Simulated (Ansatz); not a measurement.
## Ionic part of the dielectric constant of BN at 12 GPa, mode by mode

The calculation used Ansatz 0.2.0, DFT LDA, scalar-relativistic, plane waves, PAW. Cutoff 420 eV, 12×12×12 k-points (Γ-centred), fixed occupations. No spin polarisation. Phonons by linear response, acoustic sum rule imposed.

It takes space group R3m (No. 160, trigonal). The conventional cell has a = 2.468 Å, b = 2.468 Å, c = 8.250 Å, α = 90.00°, β = 90.00°, γ = 120.00°. B (site symmetry 3m) is surrounded by 3 N at 1.43 Å. N (site symmetry 3m) is surrounded by 3 B at 1.43 Å.

The crystal is built of layers and no dispersion correction was added, so the binding between them is poorly described, and with it their spacing and whatever depends on it.

The primitive cell has V = 14.51 Å³ and ε∞,zz = 3.794. Each polar mode adds Δε = (4.92064×10⁷/V)·S/ν² along z, with S its oscillator strength in e²/amu, ν in cm⁻¹ and V in Å³.

Question: From these modes, find each Δε and ε0,zz.
```csv
ν (cm⁻¹),S_zz (e²/amu)
687.8,0.2228
1432.2,0.01411
```

Answer:
```
ν (cm⁻¹)    Δε
   687.8  1.60
  1432.2  0.02
```

The sum is 1.621, so ε0,zz = 5.42; the run's tensor has 5.42.

Question: Where do the longitudinal modes lie for a wave vector along z?

Answer: At 819, 1437 cm⁻¹. The Lyddane–Sachs–Teller product Π(ν_LO/ν_TO)² = 1.43 matches ε0/ε∞ = 1.43.

This form isn't the usual stable structure of the compound at low pressure.

Cost: 1 run of about 1.4 core-minutes, on AMD EPYC 7R43 (Zen 3) (shared hosts).